What makes a metal push outward more strongly, at the same volume, when its electrons are described by PBEsol instead of LDA? LDA treats each point of the metal as a piece of uniform electron gas, and PBEsol adds a correction for how quickly the density varies from place to place. In five metals of groups 1 and 2, all calculated in the hexagonal close-packed structure, this correction adds roughly 1 GPa of outward pressure. The total energy moves by anything from about 1 to 50 eV per atom, yet the change in pressure times the volume comes to only 0.1 to 0.3 eV per atom.

Ansatz 0.2.0, all-electron scalar-relativistic LAPW without spin: hexagonal close-packed metals in identical cells with LDA (1) and PBEsol (2). Fermi-Dirac smearing is 0.05 to 0.08 eV, the k meshes are 10 × 10 × 5 to 15 × 15 × 8, and the basis error target is 0.25 to 1 meV/atom. Pressure is positive in compression; the free atoms are spherical and unpolarised.

```
crystal  space group  largest Z  volume (Å³/atom)  pressure, LDA (1) (GPa)  pressure, PBEsol (2) (GPa)  pressure, (2) less (1) (GPa)  energy less free atoms, (2) less (1) (eV/atom)
     Li          194          3             21.34                    -1.44                       -0.67                          0.76                                            0.06
     Na          194         11             37.81                    -0.90                       -0.28                          0.62                                            0.05
     Mg          194         12             23.24                    -2.46                       -1.14                          1.33                                            0.04
     Ca          194         20             44.72                    -2.33                       -1.41                          0.92                                            0.06
     Sr          194         38             56.71                    -1.55                       -0.85                          0.70                                            0.04
```

Only Mg has this structure under ordinary conditions; Li and Na are then body-centred cubic, Ca and Sr face-centred cubic. A negative pressure means that the metal is under tension: it would shrink if it were released. That is the state of every row with both functionals, so each cell is larger than the volume that either functional would choose. The column "pressure, (2) less (1)" is positive throughout and runs from 0.62 GPa in Na to 1.33 GPa in Mg. Within each group it falls as the atoms become larger, but volume alone does not order the five metals.

Three explanations for the size of the change deserve a hearing. It could follow the whole gradient correction, which is largest in heavy atoms. It could be the same for every atom, so that only the number of atoms in a given volume counts. Or it could belong to the valence electrons, so that their number in a given volume counts.

The first idea is tempting because the density is steepest near the nuclei, and heavy atoms have many electrons there. The total energies bear this out: PBEsol lowers the energy by 1.4 eV per atom in Li and by 48 eV per atom in Sr. If that lowering drove the pressure, Sr should show by far the larger change, even after allowing for its larger volume. In fact its change in pressure is about 8% smaller than that of Li.

The free atom shows where the large energy has gone. Measured from free atoms, the energy of Sr differs between the two functionals by only 0.04 eV per atom. Nearly the whole correction of 48 eV is therefore already there in the isolated atom. Pressure is minus the slope of energy with volume, so the part of the energy that stays the same when the atoms are pushed together adds nothing to it. The small remainder does not reveal the pressure either, because a small energy difference can still change steeply with volume.

The second idea, an equal effect per atom, can be tested with metals of similar volume. Mg takes up only 9% more volume per atom than Li, yet its change in pressure is about three quarters larger. Ca takes up 18% more volume than Na, and its change is still about half as large again. In both pairs the metal with two valence electrons has the larger change, although its atoms are packed less densely.

The third idea has a plausible mechanism behind it, which is argued here and not tested by the runs. Where the density is strongly uneven, PBEsol lowers the energy relative to LDA; where it is nearly even, the two almost agree. Compression raises the low density between the atoms and makes the valence density more even, so part of this lowering is lost. Compared with LDA, the PBEsol energy then rises as the metal is squeezed, and an energy that rises on squeezing is an outward pressure. The core shells hardly change shape when the volume changes, so their own share of the correction stays nearly constant, although the zone where core and valence density overlap can contribute strongly. The runs do not show how the effect divides between that zone and the space between the atoms.

This picture leads to a simple estimate. Let V be the volume per atom, z the number of valence electrons per atom, and D the PBEsol energy less the LDA energy, per atom. The pressure difference is minus the slope of D:

ΔP = −dD/dV

Now assume that, for small changes about the volumes in the table, the core part of D is constant and the valence part falls in proportion to the growth of ln V. Let the factor be w per valence electron, the same in all five metals. Then

dD = −z w d(ln V)

ΔP = z w / V

The constant w was fitted to the five metals together and came out at 0.107 eV. All five metals are stretched, so squeezing them a little releases energy. For a volume smaller by 1%, PBEsol releases about 1 meV less per valence electron than LDA.

Magnesium, which was one of the fitted rows, serves as a worked case. It has two valence electrons in 23.24 Å³, and 1 eV/Å³ is about 160 GPa:

ΔP ≈ 2 × 0.107 eV / 23.24 Å³ ≈ 0.0092 eV/Å³ ≈ 1.5 GPa

The calculation gives 1.33 GPa, so the estimate is about 11% too high. The rule does put Mg first in the series, because its atoms are small and each brings two valence electrons.

Over the five metals the typical miss is 0.13 GPa. An equal effect per atom, also with one fitted constant, misses by 0.29 GPa, which is worse than assigning every metal the average change. The total energy lowering per volume does worse still, at 0.51 GPa. The printed output below sets the three estimates side by side.

The valence count wins this comparison, but it is a rough rule and not a law. Na and Mg have the same number of core electrons, which makes them a sharp test. From Na to Mg the change in pressure grows by a factor of 2.1, whereas the valence density grows by 3.3 and the atom density by 1.6. For this pair the truth lies between the two pictures: the pressure change rises with valence density, but less than in proportion. As a result the rule gives too much for dense Mg and falls short by about a quarter for dilute Na.

Calcium shows that density is not the whole story. Its valence electrons are packed about 5% less densely than those of Li, yet its change in pressure is about a fifth larger. Something besides the density of valence electrons must matter. One guess is that the outermost core shell of Ca, which is larger than the core of Li, makes the valence density around it more uneven. Another is that d states mix into the valence bands of Ca; neither has been tested here.

For practical use the pressure has to be turned into a volume, and that changes the order of the metals. A first estimate of the relative change in equilibrium volume is the change in pressure divided by the bulk modulus, the resistance to compression. With rough recalled moduli of 35 GPa for Mg and 7 GPa for Na, the shift is about 4% in Mg and 9% in Na. The metal with the largest change in pressure thus has the smallest change in volume. A simple electron gas shows the same tendency: its stiffness rises more steeply than in proportion to its density, whereas the pressure difference rises at most roughly in proportion.

The pressures that remain with PBEsol are nearer zero than those with LDA, but this does not settle which functional is better. The cells were taken as they come, and a cell measured warm is larger than a cold one. The thermal and zero-point motions of the nuclei are not part of the calculated pressure, and both would push outward. The difference between the functionals is a safer quantity, because both were applied to identical cells.

The hexagonal transition metals make a useful neighbouring series. Their d electrons also take part in bonding, so more electrons respond to compression, usually in a smaller volume. The same reasoning points to a larger change in pressure, but most of these metals are also much stiffer, and the resulting change in volume is known to be modest. The value of 0.1 eV should not be carried over to them, since a partly filled d shell is distributed quite differently from the spread-out valence electrons of the metals here. What carries over is the order of the questions: which electrons rearrange on compression, how densely they are packed, and how stiff the metal is.

Output of the analysis:

```
Row by row:
  row  valence electrons per 1000 A^3  total energy lowering by PBEsol in eV/atom  dP times V in eV per valence electron  dP in % of LDA tension  rough volume shift in %
   Li                           46.86                                       1.363                                 0.1012                   52.78                    6.333
   Na                           26.45                                       9.224                                 0.1463                   68.89                    8.857
   Mg                           86.06                                       10.41                                0.09646                   54.07                      3.8
   Ca                           44.72                                       21.08                                 0.1284                   39.48                    5.412
   Sr                           35.27                                       47.82                                 0.1239                   45.16                    5.833
fit of dP on 5 rows: coefficient of xval 0.107 +/- 0.0077; rms 0.129, worst Na -0.166, leave-one-out rms 0.19
fit of dP on 5 rows: coefficient of xatom 0.1596 +/- 0.027; rms 0.294, worst Li 0.439, leave-one-out rms 0.416
fit of dP on 5 rows: coefficient of xtotal 0.009484 +/- 0.0033; rms 0.51, worst Li -0.663, leave-one-out rms 0.804
Prediction less computed dP in GPa:
  row  valence density  atom density  total lowering per volume
   Li          0.04365        0.4386                     -0.663
   Na          -0.1664       0.05647                    -0.2493
   Mg           0.1459       -0.2294                    -0.6491
   Ca           -0.153       -0.3481                    -0.2037
   Sr         -0.09517        -0.249                     0.5812
rms miss if every row is given the mean dP, GPa: 0.252
dP of Mg over dP of Li: 1.75
volume of Mg over volume of Li: 1.089
dP of Ca over dP of Na: 1.484
volume of Ca over volume of Na: 1.183
dP of Ca over dP of Li: 1.211
valence density of Ca over that of Li: 0.9544
total lowering of Sr over that of Li: 35.09
dP of Sr over dP of Li: 0.9211
```
